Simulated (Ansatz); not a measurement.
# Co in Ansatz: the effect of functional

The system is Co.

```
Co
1.0
     2.42154    0.00000    0.00000
    -1.21077    2.09711    0.00000
     0.00000    0.00000    3.93906
Co
2
Direct
  0.66667 0.33333 0.75000
  0.33333 0.66667 0.25000
```

The cell isn't the ideal one: volume scaled by 0.94.

Alike in all runs:

| Item | Value |
| --- | --- |
| Program | Ansatz 0.2.0 |
| Task | single point |
| Potentials or basis | Ansatz PAW |
| k mesh | 12 × 12 × 7 |
| Occupations | fermi-dirac, width 0.05 eV |
| Spin | collinear spin, ferromagnetic start |
| Starting moments | [2.0, 2.0] μB |

| functional | cutoff | pressure (GPa) | moment (μB) |
| --- | --- | --- | --- |
| LDA | 420 eV (not typed: the program's choice for these potentials) | ? | ? |
| r2SCAN | 500 eV (not typed: the program's choice for these potentials) | 16.2 | 3.42 |
| PBE | 420 eV (not typed: the program's choice for these potentials) | 20.8 | 3.04 |

Task: What does the run with functional LDA give?

Result: Pressure -0.2 GPa; moment 2.98 μB.

Caveats: the PAW data sets come from PBE, with cores solved anew for the run's functional, which leaves a small shift of forces and pressure (some runs); the magnetic or orbital state may not be the lowest (some runs).
